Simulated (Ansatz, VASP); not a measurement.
## One calculation of BN, two programs

```
CELL_PARAMETERS angstrom
2.54056 0.00000 0.00000
-1.27028 2.20019 0.00000
0.00000 0.00000 4.20264
ATOMIC_POSITIONS crystal
B 0.66667 0.33333 0.00026
B 0.33333 0.66667 0.50026
N 0.66667 0.33333 0.37474
N 0.33333 0.66667 0.87474
```

Alike in both runs: functional PBEsol; k mesh 12 × 12 × 6; occupations fermi-dirac, width 0.02 eV; no spin polarisation.

Ansatz relaxed the structure, and its values are those at the end. VASP's run is a single point on that final structure, the one shown.

```csv
,VASP,Ansatz
version,VASP 6.6.1,Ansatz 0.2.0
potentials or method,"VASP PAW PBE potentials, release 64 (B, N)",PAW plane waves
plane-wave cutoff (eV),520,420
valence electrons in the cell,16,16
```

VASP gave:

| Item | Value |
| --- | --- |
| gap on the k mesh at the Fermi level (eV) | 4.95 |
| pressure (GPa) | 0.8 |

Problem. Which values does Ansatz return?

Solution. gap on the k mesh at the Fermi level (eV): 4.96; pressure (GPa): 0.0.

Ansatz warned: «pseudo_functional_mismatch».

Caveats: the PAW data sets were made with another functional, which shifts forces and pressure a little (VASP). A k mesh can miss the band edges. Expect the measured gap to be larger: semilocal functionals such as PBEsol lack the derivative discontinuity.
